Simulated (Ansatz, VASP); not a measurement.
Two plane-wave programs on Hf

```xyz
1
Lattice="3.1396 0.0000 0.0000 1.5698 2.7189 0.0000 1.5698 0.9063 2.5634" Properties=species:S:1:pos:R:3 pbc="T T T"
Hf    0.0000    0.0000    0.0000
```

This isn't the form of Hf at room conditions, which is hcp.

Alike in both runs: task single point; functional PBEsol; dispersion D4; k mesh 11 × 11 × 11; occupations gaussian, width 0.05 eV; no spin polarisation.

|  | VASP | Ansatz |
| --- | --- | --- |
| version | VASP 6.6.1 | Ansatz 0.2.0 |
| potentials or method | VASP PAW PBE potentials, release 64 (Hf_pv) | plane waves, PAW |
| plane-wave cutoff (eV) | 520 | 420 |
| valence electrons in the cell | 10 | 26 |

Ansatz gave:

```
pressure (GPa)               : -2.9
dispersion energy (meV/atom) : -125.2
```

Task: What did VASP give for the same quantities?

Result: Pressure (GPa): -3.3; dispersion energy (meV/atom): -125.0.

The two sets of potentials don't hold the same shells in valence.

Caveats: the PAW data sets were made with another functional, which shifts forces and pressure a little (VASP); pairwise dispersion overbinds metals, which lowers pressure and volume. The runs have no spin-orbit coupling, so splittings on Hf are missing.
